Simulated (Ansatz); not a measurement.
C:

```
C
1.0
     2.12732   -1.22828    0.00000
     2.12732    1.22828    0.00000
    -1.37907    0.00000    3.50283
C
2
Direct
  0.16664 0.16664 0.99991
  0.83336 0.83336 0.00009
```

This is a stacking variant of graphite.

A run of Ansatz 0.2.0 on this cell left the log below. Logs are shortened: lines on timing, memory, paths and dates and some standing lists are left out, and cuts for length are marked.

```text
Warning: RAYON_NUM_THREADS=2 ignored (pool sized by the plan → 2); use --threads N
Engine: ansatz 0.2.0, aarch64-unknown-linux-gnu
Pseudopotentials: kind: paw
Pseudopotential: C, paw, valence charge 4, recommended cutoff 420 eV (normal), C.paw.azcp
Functional definition: PBEsol
  exchange = pbesol_x
  correlation = pbesol_c
Crystal: 2 atoms, lattice volume = 18.305 Å³
Basis set: ecut = 420 eV, 359 PW (Γ), exchange–correlation on 36×36×54 points (8 copies of the dense FFT grid, shifted against one another)
Bands: 8, of which v1, the nominal top of the filled ones, is band 4 counted from 1 (3 counted from 0)
Symmetry: 4 space group operations
Space group: C2/m (ITA 12), of the structure as read, at distance tolerance 2.6e-5 Å
k-points: 371 of 1352
Non-local potential: C, projectors of the file, l = 0: 2, l = 1: 2, l = 2: 1
PAW form: soft (Blöchl's): semilocal exchange-correlation on the pseudo side does not see the compensation charge
PAW frozen core: C, regenerated for the run's functional, and the local potential with it (the file was generated under x = pbe(κ = 0.804, μ = 0.2195149727645171), c = pbe(β = 0.06672455060314922))
PAW one-centre angular grid: C, 110 points (default); XC on 64 Gauss nodes
Initial density: superposition of atomic densities (neutral atoms: chi_scale 0, normalization atom), corrected by the library's trained network
Initial wavefunctions: pseudopotential atomic-orbital guess
Functional: x = pbesol(κ = 0.804, μ = 0.12345679012345678), c = pbesol(β = 0.046)
SCF iter   1: F=—  HF=-493.381781 eV  |F-HF|=—  |Δ(HF+E_count)|=         —  Δρ=3.33e-3  dr2=1.08e-3  ethr=1.77e-3  ⟨swp⟩=4.2  Hψ=19352  notcnv=0
preconditioner: auto → none  [insulator: Δε(μ)=0.916 eV  Ē_g=18.278 eV  σ=0.050 eV  W_gap=1.00  n_scr=2 (ndim 8)  ℏωp=24.5 eV  f_vac=0.025  D(μ)=0.00/eV (n_scr^D=0)  ε∞_Penn≈2.8]
SCF iter   2: F=—  HF=-493.382154 eV  |F-HF|=—  |Δ(HF+E_count)|=   3.73e-4  Δρ=1.43e-3  dr2=1.60e-4  ethr=1.35e-5  ⟨swp⟩=2.7  Hψ=7409  notcnv=0
SCF iter   3: F=—  HF=-493.382222 eV  |F-HF|=—  |Δ(HF+E_count)|=   6.83e-5  Δρ=2.38e-4  dr2=4.09e-6  ethr=2.00e-6  ⟨swp⟩=2.5  Hψ=4442  notcnv=0
SCF iter   4: F=—  HF=-493.382224 eV  |F-HF|=—  |Δ(HF+E_count)|=   1.49e-6  Δρ=4.75e-5  dr2=1.56e-7  ethr=5.11e-8  ⟨swp⟩=3.0  Hψ=4554  notcnv=0
iter 5 did not close the SCF: its close was put off for the readings that it lacked (scf_convergence_deferred on its scf_iter line)
SCF iter   5: F=-493.382224 eV  HF=-493.382224 eV  |F-HF|=1.26e-9  |Δ(HF+E_count)|=   3.88e-7  Δρ=5.20e-6  dr2=3.90e-9  ethr=1.95e-9  ⟨swp⟩=2.1  Hψ=4337  notcnv=0
SCF iter   6: F=-493.382224 eV  HF=-493.382224 eV  |F-HF|=1.43e-10  |Δ(HF+E_count)|=  3.29e-10  Δρ=1.60e-6  dr2=2.88e-10  ethr=4.88e-11  ⟨swp⟩=5.4  Hψ=14234  notcnv=0
SCF 1 converged in 6 iterations: F = -493.382224 eV  dr2 = 2.88e-10
  greatest PAW one-centre occupation: 0.673 electrons in one spin orbital (limit 2), on the C atom at site 1 (counted from 0), in its partial waves of l = 0
relax step   1: F+E_penalty+E_count = -493.38222418 eV  Δ(F+E_penalty+E_count) = +0.000e0 eV  max|allowed force component| = 3.909e-3 eV/Å  Δτ_max = 0.0000 Å  P = +0.902 GPa  Ω = 18.305 Å³  (6 SCF iters, dr2 threshold 1.00e-7 eV, accepted)
[... 135 lines left out ...]
SCF converged after 6 iterations
Free energy (F): -493.307931 eV
Harris-Foulkes:  -493.307931 eV  (|F-HF|=1.14e-13)
Internal energy: -493.307671 eV  (E = F + TS)
E sigma→0 (E₀):  -493.307801 eV
Entropy (-TS):   -0.000260 eV (-0.130 meV/atom)
Fermi energy:    8.796913 eV
--- Per-component energies (eV) ---
  E_band       = -4.270471
  E_kinetic    = 183.485322
  E_local      = -245.635318  (includes V_loc(G=0)·N_el)
  E_nonlocal   = 55.226204
  E_hartree    = 67.939827
  E_xc         = -95.815548
  E_vxc        = -119.147206  (∫ρ·V_xc dr)
  E_paw        = -191.106139  (= ΣΔE_a)
  E_vpaw       = -14.079153  (= ΣTr[D̂ρ^β])
  E_aug_tail   = 0.000017  (compensation charges beyond the density's cutoff)
  E_ewald      = -267.444238
  E_core_change = 0.042201  (= ΣΔE_core)
  E_smearing   = -0.000260  (= −TS)
  E_closure    = 0.000000  (closes the sum)
  Σ components = -493.307931   (vs F -493.307931, Δ=0.00e0)
--- Forces (eV/Å), atoms counted from 1 ---
  atom   1  C      0.00278148     0.00000000    -0.00113236
  atom   2  C     -0.00278148    -0.00000000     0.00113236
  max |Σ_I F_I| component: 0.00e0 eV/Å
--- Stress (GPa, compression-positive) ---
       10.037920      -0.000000      -0.004959
       -0.000000       9.991321       0.000000
       -0.004958       0.000000       9.990793
  P = ⅓ Tr σ = 10.0067 GPa (100.067 kbar)
--- Band table (eV; the first three rows and the last of 371) ---
  k-point 0: bands = ["-11.4012", "2.8652", "5.7692", "5.7698", "14.0406", "17.2894", "17.2920", "20.2119"]
  k-point 1: bands = ["-11.3022", "2.1879", "5.7591", "5.7598", "15.1798", "17.2673", "17.2698", "20.2733"]
  k-point 2: bands = ["-11.0461", "0.8202", "5.7368", "5.7376", "17.2179", "17.2202", "17.8884", "20.4423"]
  k-point 370: bands = ["-5.6666", "-4.7521", "1.8750", "7.1230", "10.7572", "17.4676", "20.9720", "22.4197"]
--- Relaxed structure (8 steps of the walk, 8 accepted, 2 SCFs on fresh bases) ---
  F+E_penalty+E_count = -493.30793127 eV   max|allowed force component| = 2.781e-3 eV/Å   (the final SCF, on the basis selected at the relaxed cell)
  cell:  # Å, volume = 15.2232 Å³
    - [2.1140532137289374, -1.2205265448764424, -0.013047500365760792]
    - [2.1140532137289374, 1.2205265448764424, -0.013047500365760878]
    - [-1.3919529428031097, -1.2085830072413981e-16, 2.958532680494133]
  atoms:
    - { symbol: C, position: [0.1663867154068025, 0.1663867154068025, 0.9991465254217322] }
    - { symbol: C, position: [0.8336132845931974, 0.8336132845931974, 0.0008534745782678927] }
```

**Question.** Write the input and the command behind it.

**Answer.** Relaxation of cell and atoms with PBEsol, no spin polarisation. The files as run (others can give the same):

input.yaml
```yaml
crystal:
  lattice:
    - [2.1273203072, -1.22828244, 0.0]
    - [2.1273203072, 1.22828244, 0.0]
    - [-1.3790696309, 0.0, 3.5028300786]
  atoms:
    - { symbol: C, position: [0.16664447, 0.16664447, 0.99990696] }
    - { symbol: C, position: [0.83335553, 0.83335553, 9.304e-05] }
hamiltonian:
  xc: pbesol
  pseudopotentials: { kind: paw }
kpoints:
  mp_grid: { grid: [13, 13, 8] }
scf:
  occupations: { method: fermi_dirac, width: 0.05 }
output:
  forces: true
  stress: true
  eigenvalues: true
  write_density: true
  write_potential: true
  elf: true
  volumetric_format: npy
relax:
  f_tol: 0.01
  max_steps: 40
  cell: { stress_tol: 0.05, p_target: 10.0 }
```

Potentials or basis: Ansatz PAW.
Command:
```console
$ ansatz run input.yaml --threads 2 --pin off --max-ram 5632MiB --backend cpu --events-out ev --progress --plain --runs-dir out
```

Caveat: the volume moved by over 15 % at a fixed basis, so the end points are rough; odd divisions of the mesh miss points on the zone boundary, where band edges often lie, so the gap on the mesh can be too wide; the plane-wave basis is chosen anew once the cell has moved, so the energies of steps on either side of that aren't comparable; the pressure holds a Pulay correction of +0.6 GPa for the finite cutoff; this functional lacks dispersion, which binds the layers, so the pressure and a relaxed spacing across them are unreliable; the PAW data sets come from PBE, with cores solved anew for the run's functional, which leaves a small shift of forces and pressure.
